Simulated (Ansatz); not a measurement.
# BaS at 5 GPa: from Born charge to LO–TO splitting and polaron coupling

Method: DFT PBEsol, scalar-relativistic, plane waves, PAW (Ansatz 0.2.0). Plane waves to 420 eV; Γ-centred k mesh 8×8×8; fixed occupations. No spin polarisation. Phonons by linear response, acoustic sum rule imposed.

The cell, relaxed at 5 GPa:
```
Ba S
1.0
     0.00000    3.07422    3.07422
     3.07422    0.00000    3.07422
     3.07422    3.07422    0.00000
Ba S
1 1
Direct
  0.00000 0.00000 0.00000
  0.50000 0.50000 0.50000
```

Spin–orbit coupling is left out, which matters for heavy elements.

Linear response gives ν_TO = 173.7 cm⁻¹, Born charges ±2.672 e (positive on Ba) and ε∞ = 5.292. The primitive cell holds 58.108 Å³, and the masses are 137.327 and 32.060 amu.

Problem. Find ν_LO and the static dielectric constant.

Solution. The long-wave field adds a restoring force: ω_LO² − ω_TO² = Z*²e²/(ε_vac ε∞ μV). In these units ν_LO² − ν_TO² = 4.92064×10⁷ Z*²/(μ V ε∞) cm⁻², with μ = m₁m₂/(m₁ + m₂) = 25.992 amu: 43971 cm⁻². So ν_LO = √(173.7² + 43971) = 272.3 cm⁻¹, and the run gives 272.3. Lyddane–Sachs–Teller then gives ε0 = ε∞ (ν_LO/ν_TO)² = 13.00, against 13.00 in the run (it forms both from the same three quantities, so the match checks the arithmetic only). Between ν_TO and ν_LO the dielectric function is negative and an undamped crystal reflects fully: a reststrahlen band from 36.7 to 57.6 μm.

Problem. What do the Clausius–Mossotti polarisability and the Szigeti charge come to?

Solution. With the Lorentz local field, α = (3V/4π)(ε∞ − 1)/(ε∞ + 2) = 8.16 Å³ for the pair, and e_S = 3Z*/(ε∞ + 2) = 1.10 e. The Born charge includes the electrons' response to the dipole's own local field, and e_S takes that enhancement out. The Lorentz field assumes point-like polarisable ions, a poor picture once ε∞ is this large, since the electron clouds then overlap or are shared, so both numbers are formal here.

Problem. How strongly does a slow electron couple to the LO mode?

Solution. For one isotropic parabolic band, Fröhlich's constant is α_F = (1/ε∞ − 1/ε0) √(m* Ry/ħω_LO), with Ry = 13.606 eV, ħω_LO = 33.8 meV and m* in free-electron masses: α_F = 0.1121 × 20.07 × √m* = 2.25 √m*. The band mass isn't part of this run; for m* = 0.1, 0.3 and 1 it gives 0.71, 1.23, 2.25. In weak coupling the polaron lies α_F ħω_LO below the band edge (42 meV at m* = 0.3) with a mass m*(1 + α_F/6); past α_F of about 5 or 6 that expansion fails. A semilocal functional's ε∞ tends to be too large, which taken alone lowers α_F.

Cost: 1 run of about 1.3 core-minutes, on Arm Neoverse N1 (shared hosts).